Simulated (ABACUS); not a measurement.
A run of ABACUS 3.10.1:

File INPUT:

```
INPUT_PARAMETERS
suffix              Nb
calculation         scf
basis_type          pw
pseudo_dir          ./
symmetry            1
dft_functional      pbe
ecutwfc             82
pseudo_rcut         10
nspin               1
nbands              11
ks_solver           dav
smearing_method     fd
smearing_sigma      0.00367493
scf_thr             1e-08
scf_nmax            100
mixing_type         broyden
mixing_beta         0.7
cal_force           1
cal_stress          1
out_chg             1
out_pot             2
out_elf             1
```

Contents of STRU:

```
ATOMIC_SPECIES
Nb 92.9064 Nb.upf

LATTICE_CONSTANT
1.8897261246

LATTICE_VECTORS
-0.0410340000 2.1933810000 2.1088490000
2.0464000000 0.0498140000 2.0180000000
2.1262530000 2.1823850000 -0.0300390000

ATOMIC_POSITIONS
Direct

Nb
0.0
1
0.0300770000 -0.0039730000 -0.0002200000 1 1 1
```

KPT

```
K_POINTS
0
Gamma
11 11 11 0 0 0
```

Potentials or basis: PseudoDojo NC SR 0.4.1 PBE standard, plane waves.

Run with:

```bash
$ OMP_NUM_THREADS=1 mpirun -np 4 abacus > log
```

Hardware: 4 MPI ranks on Intel(R) Xeon(R) Platinum 8259CL CPU @ 2.50GHz (Skylake/Cascade Lake), on a shared host.

Problem. Estimate the wall time of this run.

Solution. Wall time 80 s on 4 MPI ranks on Intel(R) Xeon(R) Platinum 8259CL CPU @ 2.50GHz (Skylake/Cascade Lake), with other jobs on the host, peak memory 0.44 GiB a rank. Counts: scf iterations 7, k points 666, bands 11, ranks 4.
